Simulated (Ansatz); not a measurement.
# Preparing AlN (F-43m) as a host crystal

Aim: the runs on the perfect crystal AlN (F-43m) that a defect calculation needs first.

Method: plane-wave PAW DFT, r2SCAN; relaxation of the host's cell and atoms, in the first sound run; inputs show where later runs differ, in Ansatz 0.2.0.

The structure was built from a prototype and need not be the compound's stable phase.

### Step 1. The starting structure

It takes space group F-43m (No. 216, cubic). The conventional cell has a = 4.378 Å, b = 4.378 Å, c = 4.378 Å, α = 90.00°, β = 90.00°, γ = 90.00°. Nearest to Al lie 4 N at 1.90 Å. Nearest to N lie 4 Al at 1.90 Å. Farther neighbours and most contacts between anions are not listed.

### Step 2. Host cell relaxation

Cell and atoms are relaxed together, until forces and stress fall under their thresholds.

Contents of cell/input.yaml:

```yaml
crystal:
  lattice:
    - [0.0, 2.188861, 2.188861]
    - [2.188861, 0.0, 2.188861]
    - [2.188861, 2.188861, 0.0]
  atoms:
    - { symbol: Al, position: [0.0, 0.0, 0.0] }
    - { symbol: "N", position: [0.25, 0.25, 0.25] }
basis:
  ecutwfc: 500
  xc_grid: 2
hamiltonian:
  xc: r2scan
kpoints:
  mp_grid: { grid: [11, 11, 11] }
scf:
  occupations: { method: fixed }
  max_iter: 100
relax:
  f_tol: 0.005
  max_steps: 60
  cell: {}
output:
  forces: true
  stress: true
checkpoint:
  write: "../cell.run"
  compress: false
  write_wavefunctions: false
  write_every: 100000
```

The run is started by

```
$ ansatz run input.yaml --threads 4 --pin off --max-ram 7536MiB --backend cpu --events-out ev --progress --plain --runs-dir out
```

Numbers of over 12 decimals in the logs are rounded to 6 here.

Log:

```text
[... repeated set-up lines and file paths are left out, and long positions are rounded to six places ...]
Engine: ansatz 0.2.0, aarch64-unknown-linux-gnu
Pseudopotentials: kind: paw
Pseudopotential: Al, paw, valence charge 3, recommended cutoff 500 eV (meta_gga), Al.paw.azcp
Pseudopotential: N, paw, valence charge 5, recommended cutoff 500 eV (meta_gga), N.paw.azcp
Functional definition: r2SCAN
  parameter k0 = 0.174
  parameter k1 = 0.065
  parameter a1 = 4.9479
  exchange = r2scan_x(k0 = k0, k1 = k1, a1 = a1)
  correlation = r2scan_c
Crystal: 2 atoms, lattice volume = 20.974 Å³
Basis set: ecut = 500 eV, 531 PW (Γ), exchange–correlation on 48×48×48 points (8 copies of the dense FFT grid, shifted against one another)
Bands: 8, of which v1, the nominal top of the filled ones, is band 4 counted from 1 (3 counted from 0)
Symmetry: 24 space group operations
Space group: F-43m (ITA 216), of the structure as read, at distance tolerance 2.8e-5 Å
k-points: 56 of 1331 (time reversal used)
Non-local potential: Al, projectors of the file, l = 0: 2, l = 1: 2, l = 2: 1
Non-local potential: N, projectors of the file, l = 0: 2, l = 1: 2, l = 2: 1
PAW form: soft (Blöchl's): semilocal exchange-correlation on the pseudo side does not see the compensation charge
PAW frozen core: Al, regenerated for the run's functional (the file was generated under x = pbe(κ = 0.804, μ = 0.219515), c = pbe(β = 0.066725))
PAW frozen core: N, regenerated for the run's functional (the file was generated under x = pbe(κ = 0.804, μ = 0.219515), c = pbe(β = 0.066725))
PAW one-centre angular grid: Al, 302 points (default); XC on 160 Gauss nodes
PAW one-centre angular grid: N, 302 points (default); XC on 160 Gauss nodes
Initial density: superposition of atomic densities (neutral atoms: chi_scale 0, normalization atom), corrected by the library's trained network
Initial wavefunctions: pseudopotential atomic-orbital guess
Functional: x = r2scan, c = r2scan; τ floored in thin density (d = 2e-4 eV/Å³)
SCF iter   1: F=—  HF=-928.367036 eV  |F-HF|=—  |Δ(HF+E_count)|=         —  Δρ=6.94e-3  dr2=1.09e-2  dr2_τ=1.54e-1  ethr=1.77e-3  ⟨swp⟩=4.9  Hψ=2972  notcnv=0  defer=25
preconditioner: auto → none  [insulator: Δε(μ)=4.094 eV  Ē_g=16.505 eV  n_scr=0 (ndim 8)  ℏωp=22.9 eV  f_vac=0.000  ε∞_Penn≈2.9]
SCF iter   2: F=—  HF=-928.437008 eV  |F-HF|=—  |Δ(HF+E_count)|=   7.00e-2  Δρ=4.59e-3  dr2=1.93e-3  dr2_τ=2.03e-4  ethr=1.36e-4  ⟨swp⟩=2.4  Hψ=1258  notcnv=0  defer=110
SCF iter   3: F=—  HF=-928.436804 eV  |F-HF|=—  |Δ(HF+E_count)|=   2.04e-4  Δρ=1.05e-3  dr2=1.55e-4  dr2_τ=3.66e-5  ethr=2.42e-5  ⟨swp⟩=2.0  Hψ=562  notcnv=0  defer=110
SCF iter   4: F=—  HF=-928.436780 eV  |F-HF|=—  |Δ(HF+E_count)|=   2.39e-5  Δρ=2.17e-4  dr2=1.08e-5  dr2_τ=5.95e-7  ethr=1.94e-6  ⟨swp⟩=2.9  Hψ=775  notcnv=0  defer=110
SCF iter   5: F=—  HF=-928.436778 eV  |F-HF|=—  |Δ(HF+E_count)|=   2.06e-6  Δρ=4.79e-5  dr2=5.61e-7  dr2_τ=4.68e-8  ethr=1.35e-7  ⟨swp⟩=2.6  Hψ=651  notcnv=0  defer=1
SCF iter   6: F=-928.436778 eV  HF=-928.436778 eV  |F-HF|=3.17e-8  |Δ(HF+E_count)|=   1.90e-8  Δρ=1.70e-5  dr2=7.21e-8  dr2_τ=1.23e-9  ethr=1.25e-9  ⟨swp⟩=4.0  Hψ=1343  notcnv=0
SCF 1 converged in 6 iterations: F = -928.436778 eV  dr2 = 7.21e-8
  greatest PAW one-centre occupation: 0.794 electrons in one spin orbital (limit 2), on the N atom at site 1 (counted from 0), in its partial waves of l = 0
relax step   1: F+E_penalty+E_count = -928.43677820 eV  Δ(F+E_penalty+E_count) = +0.000e0 eV  max|allowed force component| = 2.174e-16 eV/Å  Δτ_max = 0.0000 Å  P = -1.136 GPa  Ω = 20.974 Å³  (6 SCF iters, dr2 threshold 1.00e-7 eV, accepted)
[... the SCF cycles and remarks between the steps are left out from here to the last step ...]
relax step   2: F+E_penalty+E_count = -928.43710325 eV  Δ(F+E_penalty+E_count) = -3.250e-4 eV  max|allowed force component| = 1.203e-16 eV/Å  Δτ_max = 0.0000 Å  P = -0.552 GPa  Ω = 20.915 Å³  energy of the carried Pulay correction = +1.450e-5 eV  (4 SCF iters, dr2 threshold 2.00e-7 eV, accepted)
relax step   3: F+E_penalty+E_count = -928.43721231 eV  Δ(F+E_penalty+E_count) = -1.091e-4 eV  max|allowed force component| = 1.573e-16 eV/Å  Δτ_max = 0.0000 Å  P = +0.002 GPa  Ω = 20.860 Å³  energy of the carried Pulay correction = +2.815e-5 eV  (4 SCF iters, dr2 threshold 2.00e-7 eV, accepted)
Initial wavefunctions: pseudopotential atomic-orbital guess (no wavefunctions were taken with the density)
iter 1 solved again at ethr=1.99e-8 eV; its pass at ethr=3.10e-3 eV (dr2=1.59e-6 eV) is discarded
SCF iter   1: F=—  HF=-928.437176 eV  |F-HF|=—  |Δ(HF+E_count)|=         —  Δρ=1.75e-5  dr2=2.46e-8  dr2_τ=1.10e-8  ethr=1.99e-8  ⟨swp⟩=3.0  Hψ=4216  notcnv=0  defer=68
SCF iter   2: F=—  HF=-928.437177 eV  |F-HF|=—  |Δ(HF+E_count)|=   4.72e-7  Δρ=6.53e-6  dr2=2.49e-9  dr2_τ=8.09e-10  ethr=3.07e-10  ⟨swp⟩=2.4  Hψ=612  notcnv=0  defer=27
SCF iter   3: F=—  HF=-928.437177 eV  |F-HF|=—  |Δ(HF+E_count)|=   1.74e-9  Δρ=3.64e-6  dr2=5.50e-10  dr2_τ=4.17e-10  ethr=3.11e-11  ⟨swp⟩=2.2  Hψ=666  notcnv=0  defer=27
SCF iter   4: F=-928.437177 eV  HF=-928.437177 eV  |F-HF|=5.68e-13  |Δ(HF+E_count)|=  8.26e-10  Δρ=1.22e-7  dr2=2.00e-12  dr2_τ=2.06e-13  ethr=1.00e-12  ⟨swp⟩=3.8  Hψ=1868  notcnv=0
SCF 4 converged in 4 iterations: F = -928.437177 eV  dr2 = 2.00e-12
relax step   4: F+E_penalty+E_count = -928.43717695 eV  Δ(F+E_penalty+E_count) = +3.537e-5 eV  max|allowed force component| = 1.619e-16 eV/Å  Δτ_max = 0.0000 Å  P = +0.003 GPa  Ω = 20.860 Å³  stress off target by 2.99e-3 GPa  SCF on the basis re-selected at this cell (its energy is not comparable with the rows above)  (4 SCF iters)
basis re-selected at this cell: Δ(F+E_penalty+E_count) = +3.537e-5 eV, ΔP = +0.001 GPa vs the last step (what re-selecting the basis moved, of the pressure what is left beyond the Pulay correction that the steps carried, after the strain that the cell walked [...]
SCF converged after 4 iterations
Free energy (F): -928.437177 eV
Harris-Foulkes:  -928.437177 eV  (|F-HF|=5.68e-13)
Internal energy: -928.437177 eV  (E = F + TS)
E sigma→0 (E₀):  -928.437177 eV
Fermi energy:    6.691110 eV
--- Per-component energies (eV) ---
  E_band       = 11.406862
  E_kinetic    = 160.459119
  E_local      = -223.557648  (includes V_loc(G=0)·N_el)
  E_nonlocal   = 54.311330
  E_hartree    = 78.215950
  E_xc         = -98.826051
  E_vxc        = -119.109663  (∫ρ·V_xc dr)
  E_paw        = -602.466900  (= ΣΔE_a)
  E_vpaw       = -23.520819  (= ΣTr[D̂ρ^β])
  E_aug_tail   = 0.000016  (compensation charges beyond the density's cutoff)
  E_vtau       = 6.392644  (kinetic-family band-sum trace: ∫τ·v_τ [+ j·A + Jᵃ·Aᵃ] dr)
  E_ewald      = -296.483321
  E_core_change = -0.089673  (= ΣΔE_core)
  E_smearing   = -0.000000  (= −TS)
  E_closure    = 0.000000  (closes the sum)
  Σ components = -928.437177   (vs F -928.437177, Δ=0.00e0)
--- Forces (eV/Å), atoms counted from 1 ---
  atom   1  Al    -0.00000000    -0.00000000    -0.00000000
  atom   2  N      0.00000000     0.00000000     0.00000000
  max |Σ_I F_I| component: 1.48e-16 eV/Å
--- Stress (GPa, compression-positive) ---
        0.002993       0.000000       0.000000
        0.000000       0.002993       0.000000
       -0.000000       0.000000       0.002993
  P = ⅓ Tr σ = 0.0030 GPa (0.030 kbar)
--- Relaxed structure (3 steps of the walk, 3 accepted, 1 SCFs on fresh bases) ---
  F+E_penalty+E_count = -928.43717695 eV   max|allowed force component| = 1.619e-16 eV/Å   (the final SCF, on the basis selected at the relaxed cell)
  cell:  # Å, volume = 20.8599 Å³
    - [0, 2.184879, 2.184879]
    - [2.184879, 0, 2.184879]
    - [2.184879, 2.184879, 0]
  atoms:
    - { symbol: Al, position: [0, 0, 0] }
    - { symbol: N, position: [0.250000, 0.250000, 0.250000] }
```

Elapsed: 2.7 s, on 4 threads of Arm Neoverse V1, shared host; peak memory 0.3 GiB; 7.6 s of CPU time.

Relaxation path:

```csv
step,energy less that of the first step (eV),largest force component (eV/Å),pressure (GPa),volume (Å³)
1,0.0000,0.0000,-1.14,20.97
2,-0.0003,0.0000,-0.55,20.92
3,-0.0004,0.0000,0.00,20.86
4*,-0.0004,0.0000,0.00,20.86
```

Relaxation steps marked * repeat the geometry before them on a plane-wave basis chosen anew for their cell, so energy and pressure can jump there.

The run keeps the 24 symmetry operations that it works with, so distortions that break them were not tested.

```csv
"conventional cell, symmetrised",before,after,change
a (Å),4.378,4.370,-0.2 %
b (Å),4.378,4.370,-0.2 %
c (Å),4.378,4.370,-0.2 %
volume (Å³/atom),10.49,10.43,-0.5 %
```

Final coordinates:

```xyz
2
Lattice="0.0000 2.1849 2.1849 2.1849 0.0000 2.1849 2.1849 2.1849 0.0000" Properties=species:S:1:pos:R:3 pbc="T T T"
Al    0.0000    0.0000    0.0000
N     1.0924    1.0924    1.0924
```

This step gave:

```
pressure : 0.002993 GPa
```

The cell shrank by 0.5 % in volume.

### Step 3. Dielectric tensors of the host

The response to a uniform electric field gives the electronic dielectric tensor.

This step: plane-wave PAW DFPT, PBEsol; dielectric tensors, Born charges and zone-centre modes of the host (Ansatz 0.2.0).

Contents of eps/input.yaml:

```yaml
crystal:
  lattice:
    - [0.0, 2.1848792468, 2.1848792468]
    - [2.1848792468, 0.0, 2.1848792468]
    - [2.1848792468, 2.1848792468, 0.0]
  atoms:
    - { symbol: Al, position: [0.0, 0.0, 0.0] }
    - { symbol: "N", position: [0.25, 0.25, 0.25] }
basis:
  ecutwfc: 420
hamiltonian:
  xc: pbesol
kpoints:
  mp_grid: { grid: [9, 9, 9] }
scf:
  occupations: { method: fixed }
  max_iter: 100
phonons:
  method: dfpt
  dielectric: true
  rigid_motions: translations
```

Log:

```text
[...]
Crystal: 2 atoms, lattice volume = 20.860 Å³
Basis set: ecut = 420 eV, 411 PW (Γ), exchange–correlation on 48×48×48 points (8 copies of the dense FFT grid, shifted against one another)
Bands: 8, of which v1, the nominal top of the filled ones, is band 4 counted from 1 (3 counted from 0)
Symmetry: 24 space group operations
k-points: 125 of 729 (irreducible under 4 space group operations, time reversal used)
[...]
SCF iter   1: F=—  HF=-905.919668 eV  |F-HF|=—  |Δ(HF+E_count)|=         —  Δρ=9.93e-3  dr2=2.20e-2  ethr=1.77e-3  ⟨swp⟩=4.7  Hψ=6613  notcnv=0  defer=38
[...]
SCF iter   6: F=-905.913320 eV  HF=-905.913320 eV  |F-HF|=1.17e-11  |Δ(HF+E_count)|=   1.39e-9  Δρ=4.40e-7  dr2=1.72e-11  ethr=1.25e-12  ⟨swp⟩=7.0  Hψ=5503  notcnv=0
SCF 1 converged in 6 iterations: F = -905.913320 eV  dr2 = 1.72e-11
[...]
NSCF: frozen V_eff on 6 k-points
DFPT response loops at Γ: preconditioner auto → none (the input reference at scf.mixing.eps_inf says where Resta's filter doesn't serve); β = 0.50; Broyden in place of MSR1
── the response to a field inside a basis, on 10×10×10 k-points: an SCF that follows is theirs, and a resumed run solves both again ──
Bands: 5, of which v1, the nominal top of the filled ones, is band 4 counted from 1 (3 counted from 0)
k-points: 110 of 1000 (irreducible under 6 space group operations, time reversal used)
[...]
Eigensolver: Dense (110 Hₖ)
SCF iter   1: F=—  HF=-905.916225 eV  |F-HF|=—  |Δ(HF+E_count)|=         —  Δρ=5.15e-4  dr2=7.29e-6  ethr=1.00e-1
[...]
SCF iter   4: F=-905.916235 eV  HF=-905.916235 eV  |F-HF|=2.22e-9  |Δ(HF+E_count)|=   1.03e-7  Δρ=7.69e-6  dr2=3.52e-9  ethr=1.14e-8
SCF 1 converged in 4 iterations: F = -905.916235 eV  dr2 = 3.52e-9
[...]
SCF converged after 6 iterations
Free energy (F): -905.913320 eV
[...]
Internal energy: -905.913320 eV  (E = F + TS)
E sigma→0 (E₀):  -905.913320 eV
Fermi energy:    6.859750 eV
[...]
--- Band table (eV; the first three rows and the last of 125) ---
[...]
[... further k-points left out ...]
--- Phonons (Γ-DFPT): 2 representative perturbations + reference, on 125 of 729 k-points (Σ response iterations 6) ---
  k mesh reduced under 4 symmetry operations, with k and −k counted as one. Each operation leaves every solved perturbation unchanged. A smaller set is not considered because the run solves the response to a homogeneous field
  ASR residual: 2.637e-4 → 0.000e0 eV/Å²; symmetrization residual: 1.506e-6 eV/Å²
  ASR residual per site (eV/Å²): 5.89e-5 2.64e-4
  Γ frequencies (cm⁻¹): 0.00 0.00 0.00 653.55 653.55 653.55
  ε∞ (high-frequency dielectric tensor):
        4.635554     0.000000    -0.000000
        0.000000     4.635554     0.000000
       -0.000000     0.000000     4.635554
  ε⁰ (static dielectric tensor: ions relaxed, cell fixed):
        8.521555     0.000000    -0.000000
        0.000000     8.521555     0.000000
       -0.000000     0.000000     8.521555
  ε⁰ − ε∞ (ionic part):
        3.886001     0.000000    -0.000000
        0.000000     3.886001     0.000000
       -0.000000     0.000000     3.886001
  softest optical mode at Γ: 653.55 cm⁻¹; the repairs (sum rule, projections) moved no ω² at Γ by more than (2.30 cm⁻¹)²
  Born effective charges Z* (e; rows j = field, columns β = displacement):
    site 0:
         2.54714    0.00000   -0.00000
         0.00000    2.54714    0.00000
        -0.00000    0.00000    2.54714
    site 1:
        -2.54714   -0.00000    0.00000
        -0.00000   -2.54714   -0.00000
         0.00000   -0.00000   -2.54714
  Z* charge neutrality: 8.733e-4 e pre-enforcement
  solved inside a basis spanned on kpoints, on 10×10×10 k-points, its susceptibility summed on 14×14×14: ε∞ is read to err by 1.2e-2, Z* by 9.0e-3 e (field_mesh: kpoints solves on kpoints); Z* is corrected for what the basis lacks
  optical modes at Γ without the LO–TO term, one row a degenerate level:
      ω (cm⁻¹)  modes    IR ((D/Å)²/amu)
        653.55      3            48.7011
  optical modes at Γ + LO–TO along q̂ = [1.0000, 0.0000, 0.0000]:
      ω (cm⁻¹)  modes    IR ((D/Å)²/amu)
        653.55      2            32.4674
        886.11      1            16.2337
  optical modes at Γ + LO–TO along q̂ = [0.0000, 1.0000, 0.0000]:
      ω (cm⁻¹)  modes    IR ((D/Å)²/amu)
        653.55      2            32.4674
        886.11      1            16.2337
  optical modes at Γ + LO–TO along q̂ = [0.0000, 0.0000, 1.0000]:
      ω (cm⁻¹)  modes    IR ((D/Å)²/amu)
        653.55      2            32.4674
        886.11      1            16.2337
```

It took 6.8 s on 4 threads; peak memory 0.41 GiB; 24 s of CPU time.

Electronic dielectric tensor:

```
4.64 0.00 0.00
0.00 4.64 0.00
0.00 0.00 4.64
```

Static dielectric tensor:

```
8.52 0.00 0.00
0.00 8.52 0.00
0.00 0.00 8.52
```

The electronic dielectric tensor is isotropic, 4.64. The static dielectric tensor is isotropic, 8.52.

[end of part 1 of 2]

[Logs are printed without paths, hosts, clocks, repeated set-up lines and the standing remarks that a program may print on its own settings, such as how far it seeks lower states.]

[Hosts, paths, dates, database ids (printed as entryN), source tags and the programs' standing remarks are cut or masked in the printed files.]

[Runs of the host that timed out are not shown.]

[For some hosts the program warned that the k-mesh of the response run may be too coarse for force constants and the static dielectric constant; such warnings are not always shown.]
